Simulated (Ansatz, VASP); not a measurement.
## KTaO3: VASP beside Ansatz

```xyz
5
Lattice="3.7531 0.0000 0.0000 0.0000 3.7531 0.0000 0.0000 0.0000 4.5038" Properties=species:S:1:pos:R:3 pbc="T T T"
K     1.8766    1.8766    2.2519
Ta    0.0000    0.0000    0.0000
O     1.8766    0.0000    0.0000
O     0.0000    1.8766    0.0000
O     0.0000    0.0000    2.2519
```

Alike in both runs: task single point; functional r2SCAN; k mesh 6 × 6 × 6; occupations gaussian, width 0.05 eV; no spin polarisation.

|  | VASP | Ansatz |
| --- | --- | --- |
| version | VASP 6.6.1 | Ansatz 0.2.0 |
| potentials or method | VASP PAW PBE potentials, release 64 (K_sv, Ta_pv, O) | scalar-relativistic, plane waves, PAW |
| plane-wave cutoff (eV) | 520 | 500 |
| valence electrons in the cell | 38 | 40 |

```tsv
	VASP	Ansatz	Ansatz less VASP
gap on the k mesh at the Fermi level (eV)	2.19	2.21	+0.021
least direct gap on the mesh (eV)	2.42	2.44	+0.016
pressure (GPa)	13.7	12.5	-1.25
largest component of the traceless stress (GPa)	40.31	39.60	-0.707
```

The two sets of potentials don't hold the same shells in valence.

Caveats: the PAW data sets were made with another functional, which shifts forces and pressure a little (VASP); spin-orbit coupling is left out, which moves the levels of the heavy elements. r2SCAN opens gaps a little over a GGA but as a rule still falls short of measured ones. A k mesh can miss the band edges.
